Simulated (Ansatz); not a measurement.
# Se: the cost of one run

Program: Ansatz 0.2.0. Level of theory: DFT PBEsol, scalar-relativistic, plane waves, PAW. These are calculated values, not measurements.

**1. The starting structure**

The structure is trigonal, space group R-3 (No. 148). Conventional cell: a = 11.311 Å, b = 11.311 Å, c = 4.840 Å, α = 90.00°, β = 90.00°, γ = 120.00°. Se (site symmetry 1) is surrounded by 2 Se at 2.37 Å.

Structure file:

```cif
data_structure
_symmetry_space_group_name_H-M 'P 1'
_symmetry_Int_Tables_number 1
_cell_length_a 6.7265
_cell_length_b 6.7265
_cell_length_c 6.7265
_cell_angle_alpha 114.439
_cell_angle_beta 114.439
_cell_angle_gamma 114.439
_cell_volume 178.73
loop_
_atom_site_label
_atom_site_type_symbol
_atom_site_fract_x
_atom_site_fract_y
_atom_site_fract_z
_atom_site_occupancy
Se1 Se 0.84914 0.72592 0.09273 1
Se2 Se 0.72592 0.09273 0.84914 1
Se3 Se 0.09273 0.84914 0.72592 1
Se4 Se 0.15086 0.27408 0.90727 1
Se5 Se 0.27408 0.90727 0.15086 1
Se6 Se 0.90727 0.15086 0.27408 1
```

The structure comes from the Materials Project (structure only).

(A quick probe on a coarse mesh, which set the mesh and smearing, is not shown.)

**3. Full relaxation**

input.yaml

```yaml
crystal:
  lattice:
    - [5.6553243318, 3.2651030253, 1.6131744806]
    - [-5.6553243318, 3.2651030253, 1.6131744806]
    - [0.0, -6.5302060507, 1.6131744806]
  atoms:
    - { symbol: Se, position: [0.84914389, 0.72591544, 0.09273173] }
    - { symbol: Se, position: [0.72591544, 0.09273173, 0.84914389] }
    - { symbol: Se, position: [0.09273173, 0.84914389, 0.72591544] }
    - { symbol: Se, position: [0.15085611, 0.27408456, 0.90726827] }
    - { symbol: Se, position: [0.27408456, 0.90726827, 0.15085611] }
    - { symbol: Se, position: [0.90726827, 0.15085611, 0.27408456] }
basis:
  ecutwfc: 420
kpoints:
  mp_grid: { grid: [6, 6, 6] }
hamiltonian:
  xc: pbesol
scf:
  occupations: { method: gaussian, width: 0.02 }
output:
  forces: true
  stress: true
  eigenvalues: true
relax:
  adjacent_minimum: "off"
  f_tol: 0.005
  max_steps: 80
  cell: { stress_tol: 0.05 }
```

**Question.** How long does this run take on 2 threads of an Arm CPU, shared host, and how much memory does it need?

About 1.8 min, with a peak of 0.65 GiB.
